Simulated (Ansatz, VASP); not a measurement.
## Two plane-wave programs on Fe

```
Fe
1.0
    -1.36382    1.41578    1.44876
     1.36382   -1.41578    1.44876
     1.36382    1.41578   -1.44876
Fe
1
Direct
  0.00000 0.00000 0.00000
```

Change from the starting cell: normal strain along x -0.0367, normal strain along z +0.0233.

Alike in both runs: task single point; functional PBE; k mesh 10 × 10 × 10; occupations gaussian, width 0.15 eV; collinear spin.

```csv
,VASP,Ansatz
version,VASP 6.6.1,Ansatz 0.2.0
potentials or method,"VASP PAW PBE potentials, release 64 (Fe)","scalar-relativistic, plane waves, PAW"
plane-wave cutoff (eV),520,520
valence electrons in the cell,8,16
```

Ansatz gave:

| Item | Value |
| --- | --- |
| gap on the k mesh at the Fermi level (eV) | none |
| pressure (GPa) | 2.8 |
| largest component of the traceless stress (GPa) | 6.02 |
| net moment per atom (μB) | 2.13 |
| size of the moment on the site where the two differ most (μB) | 2.18 |

**Question.** What did VASP give for the same quantities?

**Answer.** gap on the k mesh at the Fermi level (eV): none; pressure (GPa): 2.5; largest component of the traceless stress (GPa): 5.96; net moment per atom (μB): 2.14; size of the moment on the site where the two differ most (μB): 2.14.

Site moments also hang on the region over which each program counts them. A gap of «none» marks a metal or a gap that the smearing closes. The two sets of potentials don't hold the same shells in valence.
